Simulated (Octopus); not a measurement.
# Ru (P6_3/mmc) in Octopus: reference runs

How does Ru come out in PBEsol? The cell is run as given.

Everything below comes from runs of Octopus 16.4. Logs are shortened: lines on timing, memory, paths and dates and some standing lists are left out, and cuts for length are marked.

**1. The structure**

Symmetry: P6_3/mmc, No. 194, hexagonal system. Conventional cell: a = 2.706 Å, b = 2.706 Å, c = 4.282 Å, α = 90.00°, β = 90.00°, γ = 120.00°. Around Ru (site symmetry -6m2) lie 12 Ru at 2.65 to 2.71 Å.

**2. Single point, PBEsol**

inp

```
CalculationMode = gs
UnitsOutput = eV_Angstrom
PeriodicDimensions = 3
ExperimentalFeatures = yes
PseudopotentialSet = pseudodojo_pbesol
%LatticeParameters
 1*angstrom | 1*angstrom | 1*angstrom
%
%LatticeVectors
 2.7058 | 0 | 0
 -1.3529 | 2.3432915376 | 0
 0 | 0 | 4.2819
%
%ReducedCoordinates
 "Ru" | 0.6666666667 | 0.3333333333 | 0.75
 "Ru" | 0.3333333333 | 0.6666666667 | 0.25
%
%Spacing
 0.12299091*angstrom | 0.12299091*angstrom | 0.12234000*angstrom
%
DerivativesOrder = 8
%KPointsGrid
 11 | 11 | 6
%
KPointsUseSymmetries = yes
XCFunctional = gga_x_pbe_sol + gga_c_pbe_sol
SmearingFunction = fermi_dirac
Smearing = 0.05*eV
ExtraStates = 10
Eigensolver = chebyshev_filter
ConvRelDens = 3e-7
MaximumIter = 120
```

Potentials or basis: pseudodojo_pbesol (PseudoDojo 0.4, PBEsol).

Launch:

```bash
OMP_NUM_THREADS=1 octopus > out.log
```

out.log:

```text
Running octopus

[... 13 lines left out ...]

Input: [AllElectronType = no]
Input: [PseudopotentialSet = pseudodojo_pbesol]
Reading Coordinates from ReducedCoordinates block

****************************** Species *******************************
  Species 'Ru'
    type             : pseudopotential
    file             : 'Ru.upf'
    file format      : UPF2
    valence charge   : 16.0
    atomic number    :  44
    form on file     : kleinman-bylander
    lmax             : 2
    llocal           : -1
    projectors per l : 2
    total projectors : 6
    application form : kleinman-bylander
    orbitals         : 10
    bound orbitals   : 10

**********************************************************************

***************************** Symmetries *****************************
Space group No.  194
International: P6_3/mmc
Schoenflies: D6h^4
Info: The system has    12 symmorphic symmetries that can be used.
  Index                Rotation matrix                      Fractional translations
    1 :     1   0   0     0   1   0     0   0   1      0.000000    0.000000    0.000000
    2 :    -1   0   0     0  -1   0     0   0  -1      0.000000    0.000000    0.000000
    3 :     0   1   0    -1  -1   0     0   0   1      0.000000    0.000000    0.000000
    4 :     0  -1   0     1   1   0     0   0  -1      0.000000    0.000000    0.000000
    5 :    -1  -1   0     1   0   0     0   0   1      0.000000    0.000000    0.000000
    6 :     1   1   0    -1   0   0     0   0  -1      0.000000    0.000000    0.000000
    7 :    -1  -1   0     0   1   0     0   0  -1      0.000000    0.000000    0.000000
    8 :     1   1   0     0  -1   0     0   0   1      0.000000    0.000000    0.000000
    9 :     0   1   0     1   0   0     0   0  -1      0.000000    0.000000    0.000000
   10 :     0  -1   0    -1   0   0     0   0   1      0.000000    0.000000    0.000000
   11 :     1   0   0    -1  -1   0     0   0  -1      0.000000    0.000000    0.000000
   12 :    -1   0   0     1   1   0     0   0   1      0.000000    0.000000    0.000000
Info: The system also has    12 nonsymmorphic symmetries (not used for electrons).
    1 :     1   1   0    -1   0   0     0   0   1     -0.000000    0.000000   -0.500000
    2 :    -1  -1   0     1   0   0     0   0  -1     -0.000000   -0.000000   -0.500000
    3 :    -1   0   0     0  -1   0     0   0   1     -0.000000   -0.000000   -0.500000
    4 :     1   0   0     0   1   0     0   0  -1      0.000000    0.000000   -0.500000
    5 :     0  -1   0     1   1   0     0   0   1      0.000000   -0.000000   -0.500000
    6 :     0   1   0    -1  -1   0     0   0  -1     -0.000000   -0.000000   -0.500000
    7 :     0  -1   0    -1   0   0     0   0  -1     -0.000000   -0.000000   -0.500000
    8 :     0   1   0     1   0   0     0   0   1      0.000000    0.000000   -0.500000
    9 :    -1   0   0     1   1   0     0   0  -1     -0.000000    0.000000   -0.500000
   10 :     1   0   0    -1  -1   0     0   0   1     -0.000000   -0.000000   -0.500000
   11 :     1   1   0     0  -1   0     0   0  -1      0.000000   -0.000000   -0.500000
   12 :    -1  -1   0     0   1   0     0   0   1     -0.000000   -0.000000   -0.500000
**********************************************************************

Input: [CurvMethod = curv_affine]
Input: [DerivativesStencil = stencil_stargeneral]

****************************** Lattice *******************************
  Lattice Vectors [A]
    2.705800    0.000000    0.000000
   -1.352900    2.343292    0.000000
    0.000000    0.000000    4.281900
  Cell volume =            27.1493 [A^3]
  Reciprocal-Lattice Vectors [A^-1]
    2.322117    1.340675   -0.000000
    0.000000    2.681350    0.000000
    0.000000   -0.000000    1.467383
  Cell angles [degree]
    alpha =   90.000
    beta  =   90.000
    gamma =  120.000
**********************************************************************

Checking if the generated full k-point grid is symmetric

    84 k-points generated from parameters :
 ---------------------------------------------------
    n =   11   11    6

    s1  =  0.50  0.50  0.00

   index |      weight  |             coordinates              |
       1 |     0.001377 |    0.000000    0.000000    0.000000  |
[... 158 lines left out ...]
Info: Ground-state allocation done.
Info: Could not find 'restart/gs' directory for restart.
[... 18 lines left out ...]
** Warning:
**   Cannot do LCAO for all states because there are not enough atomic orbitals.
**   Required: 26. Available: 20. 6 orbitals will be randomized.

Info: Unnormalized total charge =     31.973928
Info: Renormalized total charge =     32.000000

** Warning:
**   Symmetrization discrepancy ratio (scalar) =  3.15705E-04

Info: Setting up Hamiltonian.
Info: Performing initial LCAO calculation with     20 orbitals.
Info: Getting Hamiltonian matrix elements.

Eigenvalues [eV]
 #st  Spin   Eigenvalue      Occupation
#k =       1, k = (  0.000000,  0.000000,  0.000000)
   1   --   -59.009700       2.000000
   2   --   -58.783371       2.000000
   3   --   -29.772702       2.000000
   4   --   -28.756661       2.000000
   5   --   -28.756653       2.000000
   6   --   -28.571612       2.000000
[... 12 lines left out ...]
  19   --    14.630219       2.000000
  20   --    24.505416       0.000000
#k =       2, k = (  0.090909,  0.000000,  0.000000)
   1   --   -58.950810       2.000000
   2   --   -58.731215       2.000000
   3   --   -29.737625       2.000000
   4   --   -28.764926       2.000000
   5   --   -28.741651       2.000000
   6   --   -28.566300       2.000000
[... 12 lines left out ...]
  19   --    15.098758       2.000000
  20   --    24.757293       0.000000
[... 82 further k-points ...]
Fermi energy =    20.916975 eV
Generating random wavefunctions for states       21 and above
Orthogonalizing wavefunctions.
Info: Ground-state restart information will be written to 'restart/gs'.
Info: SCF using complex wavefunctions.
Info: Starting SCF iteration.

** Warning:
**   Symmetrization discrepancy ratio (scalar) =  5.45128E-02

*********************** SCF CYCLE ITER #    1 ************************
 etot  = -5.39581904E+03 abs_ev   =  1.05E+02 rel_ev   =  2.44E-01
 ediff =        1.98E+02 abs_dens =  2.71E+00 rel_dens =  8.45E-02
Matrix vector products: 2100
Converged eigenvectors: 0

#  State  KPoint  Eigenvalue [eV]  Occupation    Error
      1       1      -59.012542    2.000000   ( 3.3E-07)
      1       2      -58.999296    2.000000   ( 2.3E-06)
      1       3      -58.997594    2.000000   ( 1.4E-06)
      1       6      -58.984868    2.000000   ( 2.4E-06)
      1       5      -58.984868    2.000000   ( 1.8E-06)
      1       4      -58.974422    2.000000   ( 2.0E-06)
      1       8      -58.962813    2.000000   ( 8.8E-06)
      1       7      -58.961010    2.000000   ( 7.1E-06)
[... 23 lines left out ...]
     26       6       35.680498    0.000000   ( 1.5E-01)
     26      23       35.736037    0.000000   ( 1.3E-01)
     26      42       35.777471    0.000000   ( 1.8E-01)
     26       1       35.882217    0.000000   ( 1.3E-01)
     26      33       36.289349    0.000000   ( 1.8E-01)
     26       5       36.866509    0.000000   ( 1.6E-01)
     26       3       37.216571    0.000000   ( 1.4E-01)
     26      21       37.247418    0.000000   ( 1.5E-01)

Density of states:

----------------------%-----------------------------------------------
---------------------%%-----------------------------------------------
---------------------%%-----------------------------------------------
---------------------%%---------------------------%-------------------
%--------------------%%---------------------------%--%----------------
%--------------------%%--------------------------%%--%----------------
%--------------------%%------------------------%%%%%%%----------------
%--------------------%%------------------------%%%%%%%--------%%%-----
%--------------------%%------------------------%%%%%%%-----%%%%%%%----
%--------------------%%------------------------%%%%%%%%%%%-%%%%%%%%%--
                                                    ^

Fermi energy =    13.081383 eV

**********************************************************************

*********************** SCF CYCLE ITER #    2 ************************
 etot  = -5.46411345E+03 abs_ev   =  3.05E+01 rel_ev   =  6.60E-02
 ediff =        2.51E+00 abs_dens =  8.23E-01 rel_dens =  2.57E-02
Matrix vector products: 2100
Converged eigenvectors: 0
[... 127 lines left out ...]
*********************** SCF CYCLE ITER #   13 ************************
 etot  = -5.49799636E+03 abs_ev   =  1.63E-04 rel_ev   =  3.42E-07
 ediff =        1.11E-05 abs_dens =  3.17E-06 rel_dens =  9.92E-08
Matrix vector products: 2100
Converged eigenvectors: 54

#  State  KPoint  Eigenvalue [eV]  Occupation    Error
      1       1      -61.180796    2.000000   ( 2.2E-08)
      1       2      -61.168797    2.000000   ( 2.3E-08)
      1       3      -61.167215    2.000000   ( 2.3E-08)
      1       5      -61.155690    2.000000   ( 2.4E-08)
      1       6      -61.155690    2.000000   ( 2.4E-08)
      1       4      -61.146269    2.000000   ( 2.4E-08)
      1       8      -61.135757    2.000000   ( 2.5E-08)
      1       7      -61.134087    2.000000   ( 2.5E-08)
[... 23 lines left out ...]
     25       3       33.144176    0.000000   ( 4.1E-03)
     26       3       33.170532    0.000000   ( 1.9E-02)
     26      16       33.192041    0.000000   ( 4.6E-02)
     26       2       33.290924    0.000000   ( 1.7E-02)
     26      15       33.372851    0.000000   ( 4.4E-02)
     26      22       34.275451    0.000000   ( 7.1E-02)
     25       1       34.823985    0.000000   ( 3.1E-02)
     26       1       35.088004    0.000000   ( 6.5E-02)

Density of states:

----------------------%-----------------------------------------------
----------------------%-----------------------------------------------
----------------------%-----------------------------------------------
----------------------%-----------------------------------------------
----------------------%-----------------------------------------------
%---------------------%----------------------------%------------------
%--------------------%%--------------------------%%%-%----------------
%--------------------%%--------------------------%%%%%----------------
%--------------------%%-------------------------%%%%%%%------%-%%%%---
%--------------------%%-------------------------%%%%%%%%%%%-%%%%%%%%--
                                                    ^

Fermi energy =    11.825831 eV

**********************************************************************

Info: SCF converged in   13 iterations

** Warning:
**   Some of the states are not fully converged!

Info: Number of matrix-vector products:      27300
Info: Finished writing information to 'restart/gs'.

Octopus emitted 17 warnings.
```

It took 9.7 min on 1 thread of Arm Neoverse V1, shared host; peak memory 2 GiB.

Results:

- Free energy: -5498.0131 eV
- Band gap on the k mesh: none (metal or under the smearing width)
